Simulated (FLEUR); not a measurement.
## Bi in FLEUR: convergence with lnonsphr

Input of the first run (lnonsphr 3); the others differ in this setting and in those tied to it:

Contents of inp.xml:

```xml
<?xml version="1.0" encoding="UTF-8" standalone="no"?>
<fleurInput fleurInputVersion="0.39">
   <comment>
      Bi                                                                                                  
   </comment>
   <calculationSetup>
      <cutoffs Kmax="4.1" Gmax="12.7" GmaxXC="12.7" numbands="0"/>
      <scfLoop itmax="60" minDistance="0.00001" maxIterBroyd="15" imix="Anderson" alpha="0.05" precondParam="0.0" spinf="2.0" sdNocoIR="T"/>
      <coreElectrons ctail="T" frcor="F" kcrel="0" coretail_lmax="0"/>
      <xcFunctional name="PBEs" relativisticCorrections="F"/>
      <magnetism jspins="1"/>
      <soc l_soc="F" theta="0.0" phi="0.0" spav="F"/>
      <expertModes spex="0" secvar="F"/>
      <geometryOptimization l_f="T" forcealpha="1.0" forcemix="BFGS" epsdisp="0.0005" epsforce="0.0002"/>
      <ldaU l_linMix="F" mixParam="0.05" spinf="1.0"/>
   </calculationSetup>
   <cell>
      <bzIntegration valenceElectrons="21.0" mode="hist" fermiSmearingEnergy="0.00183747">
         <kPointListSelection listName="default-1"/>
         <!-- k-points included here -->
         <xi:include xmlns:xi="http://www.w3.org/2001/XInclude" href="kpts.xml"> </xi:include>
      </bzIntegration>
      <!-- symmetry operations included here -->
      <xi:include xmlns:xi="http://www.w3.org/2001/XInclude" href="sym.xml"> </xi:include>
      <bulkLattice scale="1.0">
         <bravaisMatrix>
            <row-1>   -3.7443610400225311     3.7443610400225311     3.7443610400225311</row-1>
            <row-2>    3.7443610400225311    -3.7443610400225311     3.7443610400225311</row-2>
            <row-3>    3.7443610400225311     3.7443610400225311    -3.7443610400225311</row-3>
         </bravaisMatrix>
      </bulkLattice>
   </cell>
   <atomSpecies>
      <species name="Bismuth (Bi)" element="Bi" atomicNumber="83">
         <mtSphere radius="2.66" gridPoints="879" logIncrement="0.015"/>
         <atomicCutoffs lmax="11" lnonsphr="3"/>
         <electronConfig flipSpins="F">
            <coreConfig>(1s1/2) (2s1/2) (2p1/2) (2p3/2) (3s1/2) (3p1/2) (3p3/2) (4s1/2) (3d3/2) (3d5/2) (4p1/2) (4p3/2) (5s1/2) (4d3/2) (4d5/2) (4f5/2) (4f7/2)</coreConfig>
            <valenceConfig>(5p1/2) (5p3/2) (6s1/2) (5d3/2) (5d5/2) (6p1/2) (6p3/2)</valenceConfig>
            <stateOccupation state="(6p1/2)" spinUp="0.500000" spinDown="0.500000"/>
            <stateOccupation state="(6p3/2)" spinUp="1.000000" spinDown="1.000000"/>
         </electronConfig>
         <energyParameters s="6" p="6" d="5" f="5"/>
         <lo type="SCLO" l="1" n="5" eDeriv="0"/>
         <lo type="SCLO" l="1" n="5" eDeriv="1"/>
         <lo type="SCLO" l="0" n="6" eDeriv="2"/>
         <lo type="SCLO" l="2" n="5" eDeriv="2"/>
         <lo type="SCLO" l="3" n="5" eDeriv="2"/>
      </species>
   </atomSpecies>
   <atomGroups>
      <atomGroup species="Bismuth (Bi)">
         <relPos label="                   1">.0000000000 .0000000000 .0000000000</relPos>
         <force calculate="T" relaxXYZ="TTT"/>
      </atomGroup>
   </atomGroups>
   <output dos="F" band="F" slice="F">
      <checks vchk="F" cdinf="F"/>
      <bandDOS minEnergy="-.5*Htr" maxEnergy="0.5*Htr" sigma="0.015" storeEVData="T"/>
      <vacuumDOS vacdos="F" integ="F" star="F" nstars="0" locx1="0.0" locy1="0.0" locx2="0.0" locy2="0.0" nstm="0" tworkf="0.0"/>
      <unfoldingBand unfoldBand="F" supercellX="1" supercellY="1" supercellZ="1"/>
      <plotting iplot="0" polar="F">
         <plot TwoD="T" vec1="  1.0  0.0  0.0" vec2="  0.0  1.0  0.0" vec3="  0.0  0.0  1.0" zero="  0.0  0.0  0.0" file="plot"/>
      </plotting>
      <chargeDensitySlicing numkpt="0" minEigenval="0.0" maxEigenval="0.0" nnne="0" pallst="F"/>
      <specialOutput eonly="F"/>
      <moessbauerParams electricFieldGradient="T" isomerShift="T" coreHyperfine="T" valenceHyperfine="T"/>
      <magneticCircularDichroism mcd="F" energyLo="-10.0" energyUp="0.0"/>
   </output>
  <!-- We include the file relax.xml here to enable relaxations (see documentation) -->
  <xi:include xmlns:xi="http://www.w3.org/2001/XInclude" href="relax.xml"> <xi:fallback/> </xi:include>
</fleurInput>
```

File crystal.txt:

```
Bi
&input cartesian=F /
-1.9814305318  1.9814305318  1.9814305318
1.9814305318  -1.9814305318  1.9814305318
1.9814305318  1.9814305318  -1.9814305318
1.8897261246
1.0 1.0 1.0

1
83 0.0000000000  0.0000000000  0.0000000000

&kpt div1=7 div2=7 div3=7 gamma=T /
```

Potentials or basis: all-electron, FLAPW.

Run with:

```bash
$ inpgen -f crystal.txt -profile fastHighL
$ # inp.xml edited to the form shown
$ fleur_MPI
```

This isn't the form of Bi at room conditions, which is rhombohedral.

Hardware: 1 thread of Intel(R) Xeon(R) Platinum 8375C CPU @ 2.90GHz (Ice Lake) (shared host).

Q: The values tried are 2, 3, 4, 5, 6, 8, loosest first. From which on does the energy stay within 1 meV/atom of the tightest run that finished?

A: From 4 on.

| lnonsphr | energy less the tightest run, at zero smearing (meV/atom) | SCF cycles | CPU time (s) | peak memory (GiB) |
| --- | --- | --- | --- | --- |
| 2 | refused | - | - | - |
| 3 | 1.53 | 13 | 16 | 0.07 |
| 4 | 0.98 | 13 | 15 | 0.07 |
| 5 | 0.23 | 13 | 17 | 0.07 |
| 6 | 0.10 | 13 | 17 | 0.07 |
| 8 | 0.00 | 13 | 16 | 0.07 |

The tightest run that finished is the yardstick and may itself not be fully converged.

Caveat, for the tightest run too: spin-orbit coupling is left out, which moves the levels of the heavy elements.
